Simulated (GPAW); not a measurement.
# GaSb (F-43m) in GPAW: settings compared, part 2 of 2

GPAW 26.7.0. The steps go on from the part before.

### Step 4. Equation of state, revTPSS

run.py

```python
from ase.eos import EquationOfState
from ase.io import Trajectory, read
from ase.units import GPa
from gpaw import GPAW, PW

atoms = read('GaSb.xyz')

traj = Trajectory('eos.traj', 'w')
volumes, energies = [], []
for x in [0.94, 0.96, 0.98, 1.0, 1.02, 1.04, 1.06]:
    a = atoms.copy()
    a.set_cell(atoms.cell * x**(1 / 3), scale_atoms=True)
    calc = GPAW(mode=PW(600),
                xc='MGGA_X_REVTPSS+MGGA_C_REVTPSS',
                kpts={'size': (6, 6, 6), 'gamma': True},
                occupations={'name': 'fermi-dirac', 'width': 0.05},
                nbands=18,
                convergence={'density': 1e-05, 'energy': 1e-05},
                eigensolver='davidson',
                maxiter=150,
                txt=f'eos-{x:.2f}.txt')
    a.calc = calc
    energies.append(a.get_potential_energy(force_consistent=True))
    volumes.append(a.get_volume())
    p = -a.get_stress()[:3].mean() / GPa
    calc.write(f'eos-{x:.2f}.gpw')
    traj.write(a)
    print(f'{x:.2f} {volumes[-1]:10.4f} A^3 {energies[-1]:14.6f} eV {p:9.3f} GPa', flush=True)

v0, e0, B = EquationOfState(volumes, energies, eos='birchmurnaghan').fit()
print(f'V0 = {v0:.4f} A^3, E0 = {e0:.6f} eV, B0 = {B / GPa:.2f} GPa')
```

GaSb.xyz

```xyz
2
Lattice="0.0000000000 3.0590000000 3.0590000000 3.0590000000 0.0000000000 3.0590000000 3.0590000000 3.0590000000 0.0000000000" Properties=species:S:1:pos:R:3 pbc="T T T"
Sb     4.5885000000      4.5885000000      4.5885000000
Ga     0.0000000000      0.0000000000      0.0000000000
```

Potentials or basis: GPAW PAW data sets (gpaw-data 1.2.1), pw.

On the command line:

```console
$ OMP_NUM_THREADS=1 python run.py
```

Output:

```text
__  _  _
 | _ |_)|_||  |
 |__||  | ||/\| - 26.7.0

Input parameters:
  mode=PW(ecut=600.0),
  convergence={'density': 1e-05, 'energy': 1e-05},
  eigensolver=Davidson(niter=2),
  kpts=MonkhorstPack(size=(6, 6, 6), gamma=True),
  maxiter=150,
  nbands=18,
  occupations=Occupations(name='fermi-dirac', width=0.05),
  xc=XC(name='MGGA_X_REVTPSS+MGGA_C_REVTPSS')

Diagonalizing LCAO Hamiltonian
Converting LCAO to pw mode

                     Sb

       Ga

Atoms  # Å, Bohr magnetons
|   | symbol |        x |        y |        z |    initial magnetic moments |
|---|--------|----------|----------|----------|-----------------------------|
| 0 |     Sb | 4.526486 | 4.526486 | 4.526486 | ( 0.0000,  0.0000,  0.0000) |
| 1 |     Ga | 0.000000 | 0.000000 | 0.000000 | ( 0.0000,  0.0000,  0.0000) |

Unit cell  # Å
| periodic |        x |        y |        z |  lengths |    angles |
|----------|----------|----------|----------|----------|-----------|
|      yes | 0.000000 | 3.017657 | 3.017657 | 4.267612 | 60.000000 |
|      yes | 3.017657 | 0.000000 | 3.017657 | 4.267612 | 60.000000 |
|      yes | 3.017657 | 3.017657 | 0.000000 | 4.267612 | 60.000000 |

Number of symmetries: 24
Symmetry operations  # r_c * U_cc + t_c -> r_c
|    | kind |            matrix            |
|----|------|------------------------------|
|  0 |  E   |  1, 0, 0,  0, 1, 0,  0, 0, 1 |
|  1 |  σ   |  1, 0, 0,  0, 0, 1,  0, 1, 0 |
|  2 |  σ   |  1, 0,-1,  0, 1,-1,  0, 0,-1 |
|  3 |  C3  |  1, 0,-1,  0, 0,-1,  0, 1,-1 |
|  4 |  C3  |  1,-1, 0,  0,-1, 1,  0,-1, 0 |
|  5 |  σ   |  1,-1, 0,  0,-1, 0,  0,-1, 1 |
|  6 |  σ   |  0, 1, 0,  1, 0, 0,  0, 0, 1 |
|  7 |  C3  |  0, 1, 0,  0, 0, 1,  1, 0, 0 |
|  8 |  C2  |  0, 1,-1,  1, 0,-1,  0, 0,-1 |
|  9 |  S4  |  0, 1,-1,  0, 0,-1,  1, 0,-1 |
| 10 |  C3  |  0, 0, 1,  1, 0, 0,  0, 1, 0 |
| 11 |  σ   |  0, 0, 1,  0, 1, 0,  1, 0, 0 |
| 12 |  S4  |  0, 0,-1,  1, 0,-1,  0, 1,-1 |
| 13 |  C3  |  0, 0,-1,  0, 1,-1,  1, 0,-1 |
| 14 |  S4  |  0,-1, 1,  1,-1, 0,  0,-1, 0 |
| 15 |  C2  |  0,-1, 1,  0,-1, 0,  1,-1, 0 |
| 16 |  C3  |  0,-1, 0,  1,-1, 0,  0,-1, 1 |
| 17 |  S4  |  0,-1, 0,  0,-1, 1,  1,-1, 0 |
| 18 |  S4  | -1, 1, 0, -1, 0, 1, -1, 0, 0 |
| 19 |  C3  | -1, 1, 0, -1, 0, 0, -1, 0, 1 |
| 20 |  C3  | -1, 0, 1, -1, 1, 0, -1, 0, 0 |
| 21 |  S4  | -1, 0, 1, -1, 0, 0, -1, 1, 0 |
| 22 |  σ   | -1, 0, 0, -1, 1, 0, -1, 0, 1 |
| 23 |  C2  | -1, 0, 0, -1, 0, 1, -1, 1, 0 |

BZ-sampling:
  Number of BZ points: 216
  Number of IBZ points: 16

[... 78 lines left out ...]
    cutoffs:
      filter: 2.06  # [Å]
      core: 4.17  # [Å]
    projectors
    | kind |    occ | energy [eV] | rcut [Å] |
    |------|--------|-------------|----------|
    |   4s |  2.000 |      -8.945 |    1.164 |
    |   4p |  1.000 |      -2.580 |    1.164 |
    |    s |        |      18.266 |    1.164 |
    |    p |        |      24.631 |    1.164 |
    |    d |        |       0.000 |    1.164 |

    Using partial waves for Ga as LCAO basis

Reference energy: -229166.229777  # eV

eigensolver:
  Davidson
  Converge bands: occupied
  niter=2

density mixing:
  MSR1-Mixer
  Pratt-step length: 0.05
  Maximum mixing coefficient: 0.75
  Old densities: 10
  SVD Regularization: 0.005
  Good broyden scale: 1.0
  Trust region scale: 1.0
  Backstep threshold: 4.0
  History deletion threshold: 6.0
  Fourier metric: weight=20.0, sigma=0.015

occupation numbers:
  Fermi-Dirac:
    width: 0.0500  # eV

poisson solver:
  ecut: 4800.0  # eV

xc functional:
  name: MGGA_X_REVTPSS+MGGA_C_REVTPSS with 2 nearest neighbor stencil

convergence criteria:
- Maximum integral of absolute [dens]ity change: 1e-05 electrons / valence electron
- Maximum [total energy] change in last 3 cyles: 1e-05 eV / valence electron
- Maximum integral of absolute [eigenst]ate change: 4e-08 eV^2 / valence electron
maximum number of iterations: 150

SCF iterations
|iter     | |      energy | eigst |  dens |
|---------|-|-------------|-------|-------|
|iter:   1| |   91.830272 | +2.28 |       |
|iter:   2| |   22.098545 | +0.44 | -0.97 |
|iter:   3| |   21.485833 | -0.62 | -1.26 |
|iter:   4| |   21.488239 | -1.91 | -1.30 |
|iter:   5| |   21.479758 | -2.70 | -1.43 |
|iter:   6| |   21.459798 | -2.80 | -1.76 |
|iter:   7| |   21.461423 | -4.09 | -1.94 |
|iter:   8| |   21.464803 | -4.47 | -1.97 |
|iter:   9| |   21.465043 | -5.43 | -2.14 |
|iter:  10| |   21.466470 | -4.89 | -2.18 |
|iter:  11| |   21.466186 | -5.45 | -2.38 |
|iter:  12| |   21.467075 | -4.74 | -2.36 |
|iter:  13| |   21.467063 | -4.80 | -2.80 |
|iter:  14| |   21.467055c| -5.81 | -3.90 |
|iter:  15| |   21.467053c| -6.57 | -4.20 |
|iter:  16| |   21.467053c| -7.43c| -4.79 |
|iter:  17| |   21.467053c| -8.23c| -5.08c|

Converged in 17 steps
Energy contributions relative to reference atoms: (reference = -229166.229777)

Energy contributions:
  Kinetic:           8.090641
  Coulomb:          -6.472330
  Zero:              0.281048
  External:          0.000000
  Xc:               19.567731
  Entropy:          -0.000073
  Spinorbit:         0.000000
  ----------------------------
  Free energy:      21.467017
  Extrapolated:     21.467053

dipole moment: (-10.694003, -10.694003, -10.694003)  # |e|*Ang

Fermi level: 5.519
Eigenvalues  # (at kpt = [0.000, 0.000, 0.000])
| band index |      eig [eV] | occ [0-2] |
|------------|---------------|-----------|
|          0 |       -23.657 |     2.000 |
|          1 |       -23.657 |     2.000 |
|          2 |       -23.657 |     2.000 |
|          3 |       -23.639 |     2.000 |
|          4 |       -23.639 |     2.000 |
|          5 |        -6.616 |     2.000 |
[... 10 lines left out ...]
|         16 |        14.860 |     0.000 |
|         17 |        14.860 |     0.000 |

Gap: 0.571 eV
Transition (v -> c):
  (s=0, k=0, n=8, [0.00, 0.00, 0.00]) -> (s=0, k=0, n=9, [0.00, 0.00, 0.00])
No difference between direct/indirect transitions

Stress tensor  # eV/Ang^3
|         x |         y |         z |
|-----------|-----------|-----------|
| -0.017232 | -0.000000 | -0.000000 |
| -0.000000 | -0.017232 | -0.000000 |
| -0.000000 | -0.000000 | -0.017232 |

# Writing to eos-0.96.gpw (mode='')
```

It took 2.6 min on 1 thread of Intel Xeon 6975P-C (Granite Rapids), shared host; peak memory 0.87 GiB.

Results:

```yaml
Equilibrium_volume: "28.84 Å³/atom (rough: see the caveat)"
Bulk_modulus: 50 GPa (rough)
```

Energy against volume, from the lowest point:
```csv
volume (Å³/atom),energy (meV/atom)
26.907,23.27
27.480,10.92
28.052,3.32
28.625,0.00
29.197,0.42
29.770,4.05
30.342,10.54
```

Caveat: the points scatter about the fit; the PAW data sets were made with another functional, which shifts forces and pressure a little. The run has no spin-orbit coupling, so splittings on Sb are missing.
